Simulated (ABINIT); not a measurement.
# CdTe (F-43m) in ABINIT: settings compared, part 2 of 2

ABINIT 10.8.3 (patched build). The steps go on from the part before.

## 4. Equation of state, HCTH407

run.abi

```
# Datasets: one volume each
ndtset 7
getwfk -1
scalecart1 3*0.9795861087
scalecart2 3*0.9864848297
scalecart3 3*0.9932883884
scalecart4 3*1.0000000000
scalecart5 3*1.0066227096
scalecart6 3*1.0131594038
scalecart7 3*1.0196128224

# Pseudopotentials
pp_dirpath "./"
pseudos "Te.GGA_PBE-JTH.xml, Cd.GGA_PBE-JTH.xml"

# Structure
acell 3*1.0 Angstrom
rprim
     0.0000000000     3.2050000000     3.2050000000
     3.2050000000     0.0000000000     3.2050000000
     3.2050000000     3.2050000000     0.0000000000
ntypat 2
znucl 52 48
natom 2
typat 1 2
xred
     0.7500000000     0.7500000000     0.7500000000
     0.0000000000     0.0000000000     0.0000000000

# Plane-wave basis
ecut 17.0
pawecutdg 34.0

# k points
kptopt 1
ngkpt 7 7 7
nshiftk 1
shiftk 0.0 0.0 0.0

# Exchange and correlation
ixc 27

# Bands and occupations
nband 13
occopt 3
tsmear 0.00183747

# SCF cycle
nstep 100
tolvrs 1.0e-9

# Output
iomode 3
prtwf 1
prtden 0
prteig 0
prtebands 0
```

Potentials or basis: JTH PAW PBE v2.0.

On the command line:

```sh
$ abinit run.abi > log 2>&1
```

run.abo:

```text
.Version 10.8.3 of ABINIT
 DATASET    1 : space group F-4 3 m (#216); Bravais cF (face-center cubic)
================================================================================
 Values of the parameters that define the memory need for DATASET  1.
     intxc =       0    ionmov =       0      iscf =       7    lmnmax =      18
     lnmax =       6     mgfft =      32  mpssoang =       3    mqgrid =    3001
     natom =       2  nloc_mem =       2    nspden =       1   nspinor =       1
    nsppol =       1      nsym =      24    n1xccc =       1    ntypat =       2
    occopt =       3   xclevel =       2
       mpw =        1416          nfft =       32768          nkpt =          20
 PAW method is used; the additional fine FFT grid is defined by:
   mgfftf=        48    nfftf =    110592
================================================================================
================================================================================
[... 71 lines left out ...]
 DATASET    7 : space group F-4 3 m (#216); Bravais cF (face-center cubic)
================================================================================
 Values of the parameters that define the memory need for DATASET  7.
     intxc =       0    ionmov =       0      iscf =       7    lmnmax =      18
     lnmax =       6     mgfft =      36  mpssoang =       3    mqgrid =    3001
     natom =       2  nloc_mem =       2    nspden =       1   nspinor =       1
    nsppol =       1      nsym =      24    n1xccc =       1    ntypat =       2
    occopt =       3   xclevel =       2
       mpw =        1600          nfft =       46656          nkpt =          20
 PAW method is used; the additional fine FFT grid is defined by:
[... 1511 lines left out ...]
            acell      1.8897261259E+00  1.8897261259E+00  1.8897261259E+00 Bohr
           etotal1    -5.6419672407E+01
           etotal2    -5.6422519319E+01
           etotal3    -5.6424978102E+01
           etotal4    -5.6427070964E+01
           etotal5    -5.6428829703E+01
           etotal6    -5.6430319046E+01
           etotal7    -5.6431525248E+01
            fcart1    -1.3615414622E-28  4.5384715407E-29  4.5384715407E-29
                       1.3615414622E-28 -4.5384715407E-29 -4.5384715407E-29
            fcart2    -4.4374155136E-29 -3.5098823428E-30  4.5760503648E-29
                       4.4374155136E-29  3.5098823428E-30 -4.5760503648E-29
            fcart3     2.0980612202E-30  2.1679965942E-29 -6.9935374006E-31
                      -2.0980612202E-30 -2.1679965942E-29  6.9935374006E-31
            fcart4     2.2229118380E-29 -4.4458236760E-29 -2.2229118380E-29
                      -2.2229118380E-29  4.4458236760E-29  2.2229118380E-29
            fcart5    -4.1243641378E-29 -6.3326511323E-29  1.7958505808E-28
                       4.1243641378E-29  6.3326511323E-29 -1.7958505808E-28
[... 38 lines left out ...]
                       0.0000000000E+00  0.0000000000E+00  0.0000000000E+00
           xangst1     4.7093602176E+00  4.7093602176E+00  4.7093602176E+00
                       0.0000000000E+00  0.0000000000E+00  0.0000000000E+00
           xangst2     4.7425258188E+00  4.7425258188E+00  4.7425258188E+00
                       0.0000000000E+00  0.0000000000E+00  0.0000000000E+00
           xangst3     4.7752339272E+00  4.7752339272E+00  4.7752339272E+00
                       0.0000000000E+00  0.0000000000E+00  0.0000000000E+00
           xangst4     4.8075000000E+00  4.8075000000E+00  4.8075000000E+00
                       0.0000000000E+00  0.0000000000E+00  0.0000000000E+00
           xangst5     4.8393386764E+00  4.8393386764E+00  4.8393386764E+00
                       0.0000000000E+00  0.0000000000E+00  0.0000000000E+00
           xangst6     4.8707638338E+00  4.8707638338E+00  4.8707638338E+00
                       0.0000000000E+00  0.0000000000E+00  0.0000000000E+00
           xangst7     4.9017886437E+00  4.9017886437E+00  4.9017886437E+00
                       0.0000000000E+00  0.0000000000E+00  0.0000000000E+00
             xred      7.5000000000E-01  7.5000000000E-01  7.5000000000E-01
                       0.0000000000E+00  0.0000000000E+00  0.0000000000E+00
 Calculation completed.
```

Wall time 2.5 min (1 thread of Arm Neoverse V2, shared host); peak memory 0.16 GiB.

Results:

```
Equilibrium volume : outside the volumes run
```

Energy against volume, from the lowest point:
```
volume (Å³/atom)  energy (meV/atom)
          30.947             161.27
          31.605             122.53
          32.263              89.08
          32.922              60.60
          33.580              36.67
          34.239              16.41
          34.897               0.00
```

Caveat: the cutoff is too short for stress, so the log's stress isn't used; the PAW data sets were made with another functional, which shifts forces and pressure a little. Spin-orbit coupling is left out, which matters for the levels of Te.

## 5. Equation of state, LDA

Changes to run.abi since step 4:

```diff
@@ -13,3 +13,3 @@
 pp_dirpath "./"
-pseudos "Te.GGA_PBE-JTH.xml, Cd.GGA_PBE-JTH.xml"
+pseudos "Te.hgh, Cd.hgh"
 
@@ -30,4 +30,3 @@
 # Plane-wave basis
-ecut 17.0
-pawecutdg 34.0
+ecut 16.0
 
@@ -40,6 +39,6 @@
 # Exchange and correlation
-ixc 27
+ixc 7
 
 # Bands and occupations
-nband 13
+nband 8
 occopt 3
@@ -49,3 +48,3 @@
 nstep 100
-tolvrs 1.0e-9
+tolvrs 1.0e-10
```

Potentials or basis: HGH LDA.

On the command line:

```sh
$ abinit run.abi > log 2>&1
```

Run time: 28 s. Hardware: 1 thread of Arm Neoverse V2, shared host; peak memory 0.12 GiB.

The run converged. Its results:

- Equilibrium volume: outside the volumes run

Energy against volume, from the lowest point:
| volume (Å³/atom) | energy (meV/atom) |
| --- | --- |
| 30.947 | 0.00 |
| 31.605 | 21.21 |
| 32.263 | 44.82 |
| 32.922 | 70.74 |
| 33.580 | 98.52 |
| 34.239 | 127.93 |
| 34.897 | 158.83 |

Caveat: the cutoff is too short for stress, so the log's stress isn't used; HGH potentials are hard and often keep d shells in the core, so these values are rough. Spin-orbit coupling is left out, which matters for the levels of Te.

## 6. How close it comes

Step 2. A measured gap of CdTe is 1.607 eV (0 K; a printed reference work, data compilation); the calculated 0.76 eV misses it by -0.85 eV. Spin-orbit coupling on Cd, Te is left out. The value is that of PBEsol, without temperature or zero-point motion. Semilocal functionals fall short of measured gaps as a rule.
